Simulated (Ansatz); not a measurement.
One crystal and one scan (frozen-phonon scan) at two levels, r2SCAN (plane waves to 500 eV, PAW, scalar-relativistic; Ansatz, a first-principles code) and PBE (plane waves to 420 eV, PAW, scalar-relativistic; Ansatz), each from its own relaxed cell and on its own mesh. The cell shown is that of r2SCAN.

Relaxed ZrO₂ (fluorite):

```yaml
crystal:
  lattice:
    - [0.00000, 5.08933, 5.08933]
    - [2.54467, 2.54467, 5.08933]
    - [2.54467, 2.54467, 0.00000]
  atoms:
    - { symbol: Zr, position: [0.00000, 0.00000, 0.00000] }
    - { symbol: Zr, position: [0.50000, 0.00000, 0.00000] }
    - { symbol: O, position: [0.00000, 0.25000, 0.25000] }
    - { symbol: O, position: [0.50000, 0.25000, 0.25000] }
    - { symbol: O, position: [0.00000, 0.75000, 0.75000] }
    - { symbol: O, position: [0.50000, 0.75000, 0.75000] }
```

A phonon eigenvector at X = (0.5, 0.5, 0.0) is frozen into this cell: atom i moves by Q times the vector below, so Q is the largest atomic displacement, in Å. The cell is held. (q is in reciprocal vectors of the primitive cell; the cell shown is doubled to hold the pattern.)

| atom | x | y | z |
|---|---|---|---|
| O3 | 0.000 | 0.000 | -1.000 |
| O4 | 0.000 | 0.000 | 1.000 |
| O5 | 0.000 | 0.000 | -1.000 |
| O6 | 0.000 | 0.000 | 1.000 |

Atoms not listed stay in place.

This is a high-temperature form of ZrO2. ZrO2 is run without spin polarisation. ZrO2 was relaxed with its symmetry unable to fall. Percentages come from the unrounded values.

Results of r2SCAN:

- Lattice constant a (Å): 5.089
- Depth of the well (fit) (meV/cell): 127
- Shape of the curve: a double well: the undisplaced structure is a maximum between two minima

Q: Estimate the PBE values.

A: 
```json
[
 {"quantity": "Lattice constant a (Å)", "PBE": "5.116", "r2SCAN − PBE": "-0.027 (-0.5 %)"},
 {"quantity": "Depth of the well (fit) (meV/cell)", "PBE": "144", "r2SCAN − PBE": "-17 (-12 %)"}
]
```

r2SCAN gives the lower value for: lattice constant a; depth of the well. Both give the same shape of the curve: a double well: the undisplaced structure is a maximum between two minima. Neither level is exact: the differences show how much the result hangs on the functional.

(For displaced atoms, the force is minus the slope of the energy, and its curvature is a force constant, which sets phonon frequencies.)
